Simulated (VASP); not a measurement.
# PtS2 (P-3m1) in VASP: notebook, part 2 of 2

VASP 6.6.1. The steps go on from the part before.

**4. G0W0 quasiparticle levels, PBE**

The input, POSCAR:

```
PtS2
1.0
    3.5432000000      0.0000000000      0.0000000000
   -1.7716000000      3.0685012107      0.0000000000
    0.0000000000      0.0000000000      5.0388000000
Pt S
1 2
Direct
    0.0000000000      0.0000000000      0.0000000000
    0.6666666667      0.3333333333      0.7730000000
    0.3333333333      0.6666666667      0.2270000000
```

The input, INCAR.step1:

```
SYSTEM = PtS2
ALGO     = Normal         ! electronic algorithm
EDIFF    = 1E-8           ! SCF threshold, eV
ENCUT    = 450            ! plane-wave cutoff, eV
GGA      = PE             ! functional
ISMEAR   = 0              ! smearing method
LASPH    = .TRUE.         ! aspherical terms in the spheres
LCHARG   = .FALSE.        ! write CHGCAR
LREAL    = .FALSE.        ! projectors in reciprocal space
LWAVE    = .TRUE.         ! write WAVECAR
NELM     = 100            ! most SCF steps
PREC     = Accurate       ! precision mode
SIGMA    = 0.01           ! smearing width, eV
```

The input, INCAR.step2:

```
SYSTEM = PtS2
ALGO     = Exact          ! electronic algorithm
EDIFF    = 1E-8           ! SCF threshold, eV
ENCUT    = 450            ! plane-wave cutoff, eV
GGA      = PE             ! functional
ISMEAR   = 0              ! smearing method
ISTART   = 1            
LASPH    = .TRUE.         ! aspherical terms in the spheres
LCHARG   = .FALSE.        ! write CHGCAR
LOPTICS  = .TRUE.         ! frequency-dependent dielectric function
LREAL    = .FALSE.        ! projectors in reciprocal space
LWAVE    = .TRUE.         ! write WAVECAR
NBANDS   = 43             ! bands
NELM     = 1              ! most SCF steps
PREC     = Accurate       ! precision mode
SIGMA    = 0.01           ! smearing width, eV
```

The input, INCAR.step3:

```
SYSTEM = PtS2
ALGO     = EVGW0          ! electronic algorithm
EDIFF    = 1E-8           ! SCF threshold, eV
ENCUT    = 450            ! plane-wave cutoff, eV
ENCUTGW  = 100            ! cutoff of the response function
GGA      = PE             ! functional
ISMEAR   = 0              ! smearing method
ISTART   = 1            
LASPH    = .TRUE.         ! aspherical terms in the spheres
LCHARG   = .FALSE.        ! write CHGCAR
LREAL    = .FALSE.        ! projectors in reciprocal space
LWAVE    = .FALSE.        ! write WAVECAR
NBANDS   = 43             ! bands
NBANDSGW = 19           
NELMGW   = 1            
NOMEGA   = 48             ! frequency points
PREC     = Accurate       ! precision mode
PRECFOCK = Fast         
SIGMA    = 0.01           ! smearing width, eV
```

The input, KPOINTS:

```
k-points
0
G
  4 4 3
  0 0 0
```

Potentials or basis: VASP PAW PBE potentials, release 64 (Pt_GW, S_GW).

Launch:

```sh
$ cat potpaw_PBE.64/Pt_GW/POTCAR potpaw_PBE.64/S_GW/POTCAR > POTCAR
$ cp INCAR.step1 INCAR
$ mpirun -np 1 vasp_std > vasp.out
$ cp INCAR.step2 INCAR
$ mpirun -np 1 vasp_std > vasp.out
$ cp INCAR.step3 INCAR
$ mpirun -np 1 vasp_std > vasp.out
```

OUTCAR:

```text
SYSTEM = PtS2
   EDIFF = 1E-8
   ENCUT = 450
   ENCUTGW = 100
   GGA = PE
   ISMEAR = 0
   ISTART = 1
   LASPH = .TRUE.
   LREAL = .FALSE.
   NELMGW = 1
   PREC = Accurate
   PRECFOCK = Fast

 Found      9 irreducible k-points:

 Following reciprocal coordinates:
            Coordinates               Weight
  0.000000  0.000000  0.000000      1.000000
  0.250000 -0.000000  0.000000      6.000000
  0.500000 -0.000000  0.000000      3.000000
  0.250000  0.250000  0.000000      6.000000
  0.000000  0.000000  0.333333      2.000000
  0.250000 -0.000000  0.333333      6.000000
   k-points           NKPTS =      9   k-points in BZ     NKDIM =     48   number of bands    NBANDS=     43
   number of dos      NEDOS =    301   number of ions     NIONS =      3
   total plane-waves  NPLWV =  28224
   dimension x,y,z NGX =    28 NGY =   28 NGZ =   36
   dimension x,y,z NGXF=    56 NGYF=   56 NGZF=   72
   ions per type =               1   2
   NGX,Y,Z   is equivalent  to a cutoff of  13.14, 13.14, 11.88 a.u.
   NGXF,Y,Z  is equivalent  to a cutoff of  26.28, 26.28, 23.76 a.u.
 SYSTEM =  PtS2
   PREC   = accura    normal or accurate (medium, high low for compatibility)
   ISTART =      1    job   : 0-new  1-cont  2-samecut
   ICHARG =      0    charge: 1-file 2-atom 10-const
   ISPIN  =      1    spin polarized calculation?
   LNONCOLLINEAR =      F non collinear calculations
   LSORBIT =      F    spin-orbit coupling
   LASPH  =      T    aspherical Exc in radial PAW
   ENCUT  =  450.0 eV  33.07 Ry    5.75 a.u.   6.13  6.13  8.72*2*pi/ulx,y,z
   NELM   =     60;   NELMIN=  2; NELMDL=  0     # of ELM steps
   EDIFF  = 0.1E-07   stopping-criterion for ELM
   LREAL  =      F    real-space projection
   EDIFFG = 0.1E-06   stopping-criterion for IOM
   NSW    =      0    number of steps for IOM
   IBRION =     -1    ionic relax: 0-MD 1-quasi-New 2-CG
   NFREE  =      0    steps in history (QN), initial steepest desc. (CG)
   ISIF   =      0    stress and relaxation
   ISYM   =      3    0-nonsym 1-usesym 2-fastsym
   POTIM  = 0.5000    time-step for ionic-motion
   TEBEG  =    0.0;   TEEND  =   0.0 temperature during run
   PSTRESS=    0.0 pullay stress
   NELECT =      22.0000    total number of electrons
   NUPDOWN=      -1.0000    fix difference up-down
   EMIN   =  10.00;   EMAX   =-10.00  energy-range for DOS
   EFERMI =   0.00;   METHOD = LEGACY
   ISMEAR =     0;   SIGMA  =   0.01  broadening in eV -4-tet -1-fermi 0-gaus
   EFERMI_NEDOS =   21; number of points for ismear=-14 and -15
   IALGO  =     38    algorithm
   IMIX   =      4    mixing-type and parameters
     AMIX     =   0.40;   BMIX     =  1.00
     AMIX_MAG =   1.60;   BMIX_MAG =  1.00
  volume/ion in A,a.u.               =      18.26       123.23
  Fermi-wavevector in a.u.,A,eV,Ry     =   1.207812  2.282434 19.848315  1.458810
  Thomas-Fermi vector in A             =   2.343439
   LORBIT       =      0    0 simple, 1 ext, 2 COOP (PROOUT), +10 PAW based schemes
   GGA     = PE    functional components
   LHFCALC =     T    Hartree Fock is set to
   PRECFOCK=fast      Normal, Fast or Accurate (Low or Medium for compatibility)
   ENCUT4O =  -1.0   cutoff for four orbital integrals eV
   NKREDX  =     1    reduce k-point grid by
   NKREDY  =     1    reduce k-point grid by
   NKREDZ  =     1    reduce k-point grid by
   AEXX    =    1.0000 exact exchange contribution
   HFSCREEN=    0.0000 screening length (either q_TF or 0.3 A-1)
   HFSCREENC=   0.0000 screening length for correlation (either q_TF or 0.3 A-1)
   ENCUTFOCK=  -1.0 apply spherical cutoff to Coloumb kernel
   IVDW    =     0    specifies the selected vdW correction
   LEPSILON=     F    determine dielectric tensor
   LRPA    =     F    only Hartree local field effects (RPA)
   LRPAFORCE           =     F    calculate RPA forces
   ENCUTGW             = 100.0    cutoff for response function in eV
   ENCUTGWSOFT         =  80.0    soft cutoff for Coulomb kernel in GW response function in eV
   ENCUTLF             =  -1.0    cutoff for local field effects
   NELMGW              =     1    number of iterations in solving QP/BSE equation
   NELMHF              =     1    number of iterations in the inner HF iteration
   NKREDLFX            =     1    NKREDLFY  =   1   NKREDLFZ  =   1
 non-spin polarized calculation
 Gauss-broadening in eV      SIGMA  =   0.01
  energy-cutoff  :      450.00
  volume of cell :       54.78
 maximum number of plane-waves:      1194
 NGX is ok and might be reduce to    28
  NGX = 14; NGY = 14; NGZ = 20
   NGX = 13   NGY = 13   NGZ = 17
 maximum number of plane-waves:       129
 NGX is ok and might be reduce to    14

 QP shifts <psi_nk| G(iteration)W_0 |psi_nk>: iteration 1
 for sc-GW calculations column KS-energies equals QP-energies in previous step
 and V_xc(KS)=  KS-energies - (<T + V_ion + V_H > + <T+V_H+V_ion>^1  + <V_x>^1)

 k-point   1 :       0.0000    0.0000    0.0000
  band No.  KS-energies  QP-energies   sigma(KS)   V_xc(KS)     V^pw_x(r,r')   Z            occupation Imag(sigma)

      1      -8.8608      -8.5313     -12.6549     -13.1652     -21.4997       0.6458       2.0000       1.6671
      2      -5.6157      -5.4745     -13.8053     -14.0162     -21.2094       0.6692       2.0000       1.0655
      3      -0.3303      -0.1186     -12.8417     -13.1473     -18.0226       0.6928       2.0000       0.6200
      4      -0.3303      -0.1186     -12.8417     -13.1473     -18.0226       0.6928       2.0000       0.6200
      5      -0.1978      -0.2268     -12.0387     -11.9973     -17.6940       0.7014       2.0000       0.8443
      6       2.7291       2.8733     -12.7220     -12.9263     -18.0237       0.7057       2.0000       0.4267
[... 11 lines left out ...]
     18      18.6474      19.8503     -10.1586     -11.7098      -5.1636       0.7755       0.0000      -0.5355
     19      19.2632      20.4677     -10.7801     -12.3695      -5.7927       0.7579       0.0000      -0.5570
[... 96 lines left out ...]
      1      -7.8799      -7.6400     -13.0657     -13.4411     -21.3823       0.6392       2.0000       1.3675
      2      -6.3725      -6.1903     -13.4800     -13.7607     -21.3105       0.6490       2.0000       1.1784
      3      -0.1560      -0.1202     -12.3685     -12.4188     -17.4993       0.7119       2.0000       0.6887
      4       0.1692       0.3970     -12.9006     -13.2239     -17.8300       0.7049       2.0000       0.5723
      5       1.0015       1.1054     -12.7348     -12.8802     -17.9446       0.7143       2.0000       0.6277
      6       1.8422       1.9382     -12.6562     -12.7912     -17.4978       0.7104       2.0000       0.4642
[... 11 lines left out ...]
     18      16.4495      17.2485      -9.4383     -10.4809      -4.7108       0.7664       0.0000      -0.3629
     19      17.2351      18.2317      -9.8810     -11.1768      -4.9581       0.7691       0.0000      -0.4322

 [... further k-points ...]
```

OUTCAR.step2:

```text
SYSTEM = PtS2
   EDIFF = 1E-8
   ENCUT = 450
   GGA = PE
[... 605 lines left out ...]
  --------------------------------------------------------------------------------------------------------------
     0.00000    18.04062    18.04062    13.92613    -0.00000    -0.00000    -0.00000
     0.59145    19.03620    19.03620    15.39507    -0.00000    -0.00000    -0.00000
     1.18290    22.63477    22.63477    11.40384    -0.00000    -0.00000     0.00000
     1.77434    17.51755    17.51755    -3.22261    -0.00000     0.00000    -0.00000
     2.36579    -7.09773    -7.09773     2.91207     0.00000     0.00000     0.00000
     2.95724    12.07891    12.07891    11.64765     0.00000     0.00000     0.00000
[... 92 lines left out ...]
    57.96188     0.83150     0.83150     0.82853     0.00000    -0.00000    -0.00000
    58.55333     0.83531     0.83531     0.83246     0.00000    -0.00000    -0.00000
```

It took 65 s on 1 thread of Intel Xeon 6975P-C (Granite Rapids), shared host; peak memory 0.45 GiB.

The run converged, but some of its settings lie outside the range that counts as converged, so its numbers aren't taken as properties of the crystal.

Results:

```yaml
Band_gap_on_the_k_mesh_mean-field_level: 1.01 eV, indirect (least direct gap 1.18 eV)
Quasiparticle_gap: 1.50 eV
Least_direct_quasiparticle_gap: 1.69 eV
```

Caveat: the k mesh is coarse (spacing up to 0.51 Å⁻¹), so the values aren't converged; bands, screening cutoff and mesh are small and nothing is extrapolated, so the quasiparticle values aren't converged; spin-orbit coupling is left out, which moves the levels of the heavy elements; an odd mesh through Γ misses points on the zone boundary, where band edges often lie.

**5. The reference run**

An earlier run on the cell as given: functional PBEsol; potentials or basis VASP PAW PBE potentials, release 64 (Pt, S); cutoff 520 eV; k mesh 9 × 9 × 5; occupations fermi-dirac, width 0.05 eV; no spin polarisation.

- Pressure: 6.1 GPa
- Largest force: 0.930 eV/Å
- Band gap on the k mesh: 0.96 eV, indirect (least direct gap 1.00 eV)
